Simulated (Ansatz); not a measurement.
**Structure types of Lu at zero pressure (with spin–orbit coupling)**

Structure types of Lu are relaxed in primitive cells with their symmetry kept at 0 GPa, first on PAW files, then by LAPW. The enthalpy is E + pV at zero temperature, without zero-point motion. Only the types listed were tried, and differences under about 5 meV/atom are mesh noise.

All numbers are PBE results (with spin–orbit coupling) from Ansatz 0.2.0, with Fermi–Dirac smearing of 0.05 eV, no spin polarisation. Methods: LAPW: all electrons, basis error target 0.5 meV/atom; PAW: frozen-core files, cutoff 420 eV.

k meshes: fcc 15×15×15, bcc 15×15×15, hcp 14×14×8.

Q: Order the types by LAPW enthalpy, lowest first.
A. bcc
B. fcc
C. hcp

A: C (0 meV/atom), B (41 meV/atom), A (134 meV/atom).

```json
{"start type": "fcc", "ends as": "fcc, Fm-3m", "a, b, c (Å)": "4.861, 4.861, 4.861", "V (Å³/atom)": "28.71", "H − H(lowest), LAPW (meV/atom)": "40.5", "same, PAW": "40.5"}
{"start type": "bcc", "ends as": "bcc, Im-3m", "a, b, c (Å)": "3.885, 3.885, 3.885", "V (Å³/atom)": "29.33", "H − H(lowest), LAPW (meV/atom)": "134.3", "same, PAW": "134.3"}
{"start type": "hcp", "ends as": "hcp, P6_3/mmc", "a, b, c (Å)": "3.498, 3.498, 5.454", "V (Å³/atom)": "28.89", "H − H(lowest), LAPW (meV/atom)": "0.0", "same, PAW": "0.0"}
```
